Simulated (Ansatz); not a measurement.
Crystal: W.

```xyz
1
Lattice="0.0000 2.0300 2.0300 2.0300 0.0000 2.0300 2.0300 2.0300 0.0000" Properties=species:S:1:pos:R:3 pbc="T T T"
W     0.0000    0.0000    0.0000
```

This isn't the form of W at room conditions, which is bcc.

Base run:

* Program: Ansatz 0.2.0
* Functional: PBEsol
* Potentials or basis: Ansatz PAW
* Cutoff: 420 eV (not typed: the program's choice for these potentials)
* k mesh: 8 × 8 × 8
* Occupations: fermi-dirac, width 0.05 eV
* Spin: spin-orbit coupling, no magnetisation

Its results: band gap on the k mesh none (metal or under the smearing width); pressure -11.9 GPa.

**Question.** After a change of settings the same cell gave: band gap on the k mesh none (metal or under the smearing width); pressure -4.0 GPa. Which change was it?
A. functional from PBEsol to PBE
B. functional from PBEsol to LDA
C. k mesh from 8 × 8 × 8 to 11 × 11 × 11; spin from spin-orbit coupling, no magnetisation to no spin polarisation; potential files from those of the base run to others of the same set

**Answer.** A.

PBE binds less tightly than PBEsol, so the same cell stands under more pressure.

Caveats: the PAW data sets come from PBE, with cores solved anew for the run's functional, which leaves a small shift of forces and pressure (some runs).
